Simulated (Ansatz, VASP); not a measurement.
## One calculation of Si, two programs

File POSCAR:

```
Si
1.0
    0.0000000000      2.7166437422      2.7166437422
    2.7166437422      0.0000000000      2.7166437422
    2.7166437422      2.7166437422      0.0000000000
Si
2
Direct
    0.0000000000      0.0000000000      0.0000000000
    0.2500000000      0.2500000000      0.2500000000
```

File INCAR.step1:

```
SYSTEM = Si
ALGO = Normal
EDIFF = 1E-5
ENCUT = 520
GGA = PE
ISIF = 2
ISMEAR = -1
LASPH = .True.
LCHARG = .False.
LREAL = .False.
LWAVE = .True.
NBANDS = 11
NELM = 80
PREC = Accurate
SIGMA = 0.05
```

File INCAR.step2:

```
SYSTEM = Si
ALGO = Normal
EDIFF = 1E-6
ENCUT = 520
GGA = PE
HFSCREEN = 0.2079
ISIF = 2
ISMEAR = -1
ISTART = 1
LASPH = .True.
LCHARG = .False.
LHFCALC = .True.
LREAL = .False.
LWAVE = .False.
NBANDS = 11
NELM = 80
PREC = Accurate
PRECFOCK = Normal
SIGMA = 0.05
```

File KPOINTS:

```
k-points
0
Gamma
  4 4 4
  0 0 0
```

Input for Ansatz:

```yaml
crystal:
  lattice:
    - [0.0, 2.716643742217, 2.716643742217]
    - [2.716643742217, 0.0, 2.716643742217]
    - [2.716643742217, 2.716643742217, 0.0]
  atoms:
    - { symbol: Si, position: [0.0, 0.0, 0.0] }
    - { symbol: Si, position: [0.25, 0.25, 0.25] }
kpoints:
  mp_grid: { grid: [4, 4, 4] }
hamiltonian:
  xc: hse06
  pseudopotentials: { kind: paw }
scf:
  occupations: { method: fermi_dirac, width: 0.05 }
output:
  forces: true
  stress: true
  eigenvalues: true
```

Alike in both runs: task single point; functional HSE06; k mesh 4 × 4 × 4; occupations fermi-dirac, width 0.05 eV; no spin polarisation.

```csv
,VASP,Ansatz
version,VASP 6.6.1,Ansatz 0.2.0 development build
potentials or method,"VASP PAW PBE potentials, release 64 (Si)","plane waves, PAW datasets (generated soft set 1)"
plane-wave cutoff (eV),520,420
valence electrons in the cell,8,8
```

Ansatz gave:

| Property | Result |
| --- | --- |
| gap on the k mesh at the Fermi level (eV) | 1.32 |

Task: What did VASP give for the same quantities?

Result: gap on the k mesh at the Fermi level (eV): 1.33.

Ansatz warned: «stress_exchange_threshold_loose».

Caveats: the k mesh is coarse (spacing up to 0.50 Å⁻¹), so the values aren't converged, least of all with exact exchange. A k mesh can miss the band edges.
